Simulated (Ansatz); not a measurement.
## Moving the Hubbard U on Ti d in TiSi

It takes space group Cmmm (No. 65, orthorhombic). Conventional cell: a = 3.632 Å, b = 4.235 Å, c = 3.804 Å, α = 90.00°, β = 90.00°, γ = 90.00°. Ti (site symmetry mmm) is surrounded by 8 Si at 2.63 to 2.85 Å and 4 Ti at 2.79 Å. Si (site symmetry mmm) is surrounded by 8 Ti at 2.63 to 2.85 Å and 4 Si at 2.79 Å.

The cell comes from a database or a generator and needn't be the stable form of this composition.

Kept alike: task projected density of states; functional PBEsol; k mesh 10 × 10 × 7; occupations fermi-dirac, width 0.05 eV; no spin polarisation. Program: Ansatz, Ansatz PAW, cutoff 420 eV. The mesh is that of the run's cell of 2 atoms. No spin-orbit coupling.

```tsv
Hubbard U on Ti d, U (eV)	pressure (GPa)
0	-4.31
1	-3.04
2	-1.59
3	0.16
4	2.41
5	5.22
6	?
8	18.12
```

Pressure is positive in compression, with a Pulay correction for the finite cutoff. U acts here on a shell without spin polarisation. For a metal such a mesh leaves the last digits unconverged. How U acts hangs on the program's projectors. All rows use potentials made for PBE. U is the effective U - J on orthogonalised atomic projectors. Double counting: fully localised limit (the default).

Fit the rows shown and predict the run at 6 eV.

A least-squares cubic through the rows shown is pressure = 0.019471 U³ + 0.04735 U² + 1.1779 U - 4.301 (largest miss 0.025); at U = 6 it gives 8.68 GPa. The run gave: pressure 8.49 GPa.

At fixed cell, the pressure rises with U at every step, including the run at 6 eV, and turns from tension to compression between 2 and 3 eV. The larger U is, the more this structure would tend to expand. The likely reason is that U penalises the fractional d occupations produced by Ti-Si covalency and Ti-Ti d bonding, so it weakens the cohesion that holds the cell together. With frozen occupations the response would be linear; the steepening therefore suggests that the d shell and its hybridisation readjust as U grows.

The cubic slightly overestimates the pressure at 6 eV, by far more than its largest miss on the fitted rows. Its close fit was thus no measure of its predictive error, though it does capture the overall rise. Nor does the near-zero pressure at 3 eV single out a physical U: in a metallic silicide with broad, well-screened d states, it may merely offset PBEsol's preference for a smaller volume. Zero mean pressure would also leave room for opposing stresses along the three axes.
